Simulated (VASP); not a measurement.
From an Ansatz input to VASP: NaI (strained zincblende)

Ansatz input

```yaml
crystal:
  lattice:
    - [0.0, 3.5431916338, 3.5431916338]
    - [3.5963395083, 0.0, 3.5431916338]
    - [3.5963395083, 3.5431916338, 0.0]
  atoms:
    - { symbol: Na, position: [0.0, 0.0, 0.0] }
    - { symbol: I, position: [0.25, 0.25, 0.25] }
kpoints:
  mp_grid: { grid: [6, 6, 6] }
  band_path:
    path:
      - [0.0, 0.0, 0.0]
      - [-0.5, -0.5, 0.0]
      - [-0.375, -0.375, 0.25]
      - [-0.375, 0.0, 0.375]
      - [0.0, 0.0, 0.5]
      - [-0.5, -0.25, 0.25]
    npoints: 1
hamiltonian:
  xc: r2scan
scf:
  occupations: { method: fixed }
  n_extra_bands: 4
output:
  forces: true
  stress: true
  eigenvalues: true
```

Question: Translate this input to VASP.

Answer: 

INCAR

```
IBRION = -1
ISIF = 2
PREC = Accurate
NBANDS = 14
ALGO = Normal
LELF = .TRUE.
LWAVE = .FALSE.
LASPH = .TRUE.
METAGGA = R2SCAN
LREAL = .FALSE.
NELM = 120
LCHARG = .TRUE.
ISMEAR = 0
ENCUT = 520
SIGMA = 0.01
NSW = 0
EDIFF = 1E-7
```

KPOINTS

```
KPOINTS created by Atomic Simulation Environment
0
Gamma
6 6 6
0 0 0
```

KPOINTS_OPT

```
special points
6
Reciprocal
0.0000000000 0.0000000000 0.0000000000 1
-0.5000000000 -0.5000000000 0.0000000000 1
-0.3750000000 -0.3750000000 0.2500000000 1
-0.3750000000 0.0000000000 0.3750000000 1
0.0000000000 0.0000000000 0.5000000000 1
-0.5000000000 -0.2500000000 0.2500000000 1
```

POSCAR

```
Na I
 1.0000000000000000
     0.0000000000000000    3.5431916337999998    3.5431916337999998
     3.5963395082999998    0.0000000000000000    3.5431916337999998
     3.5963395082999998    3.5431916337999998    0.0000000000000000
 Na  I
   1   1
Cartesian
  0.0000000000000000  0.0000000000000000  0.0000000000000000
  1.7981697541499999  1.7715958168999999  1.7715958168999999
```

VASP ran with the recommended PBE PAW datasets (14 valence electrons in the cell). Other inputs would serve too.

```json
{"": "gap between bands v and c", "Ansatz": "4.39 eV", "VASP": "4.39 eV"}
{"": "least direct gap", "Ansatz": "4.39 eV", "VASP": "4.39 eV"}
{"": "pressure", "Ansatz": "-0.2 GPa", "VASP": "-0.2 GPa"}
```

The two codes use different PAW datasets and cutoffs. VASP's cell holds 14 valence electrons and Ansatz's 26. Ansatz's stress includes a Pulay correction; VASP's doesn't.
